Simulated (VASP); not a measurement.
The system is FeO (Wuestite).

```xyz
2
Lattice="0.0000 2.1554 2.1554 2.1554 0.0000 2.1554 2.1554 2.1554 0.0000" Properties=species:S:1:pos:R:3 pbc="T T T"
Fe    0.0000    0.0000    0.0000
O     2.1554    2.1554    2.1554
```

| Item | Value |
| --- | --- |
| Program | VASP 6.6.1 |
| Task | relaxation of cell and atoms |
| Functional | BLYP |
| Potentials or basis | VASP PAW PBE potentials, release 64 (Fe, O) |
| Cutoff | 600 eV |
| k mesh | 8 × 8 × 8 |
| Occupations | fermi-dirac, width 0.05 eV |
| Spin | collinear spin, ferromagnetic start |
| Starting moments | [3.0, 0.0] μB |

At the start: pressure 6.9 GPa; volume 10.01 Å³/atom.

Task: Where does the relaxation end?

Result: Over 3 steps the energy falls by 8.0 meV/atom and the volume is 10.40 Å³/atom (+3.8 %); space group Fm-3m (No. 225, to 0.05 Å); moment 4.00 μB per cell.

The path:
| step | energy change (eV) | largest force (eV/Å) | pressure (GPa) | volume (Å³) |
| --- | --- | --- | --- | --- |
| 1 | 0.0000 | 0.0000 | 6.94 | 20.03 |
| 2 | -0.0096 | 0.0000 | -3.90 | 21.31 |
| 3 | -0.0161 | 0.0000 | -0.10 | 20.80 |

Final structure:
```cif
data_structure
_symmetry_space_group_name_H-M 'P 1'
_symmetry_Int_Tables_number 1
_cell_length_a 3.0867
_cell_length_b 3.0867
_cell_length_c 3.0867
_cell_angle_alpha 60.000
_cell_angle_beta 60.000
_cell_angle_gamma 60.000
_cell_volume 20.80
loop_
_atom_site_label
_atom_site_type_symbol
_atom_site_fract_x
_atom_site_fract_y
_atom_site_fract_z
_atom_site_occupancy
Fe1 Fe 0.00000 0.00000 0.00000 1
O1 O 0.50000 0.50000 0.50000 1
```

Caveat: the PAW data sets were made with another functional, which shifts forces and pressure a little; a cell with one magnetic atom can't hold antiferromagnetic order, which such compounds often take.
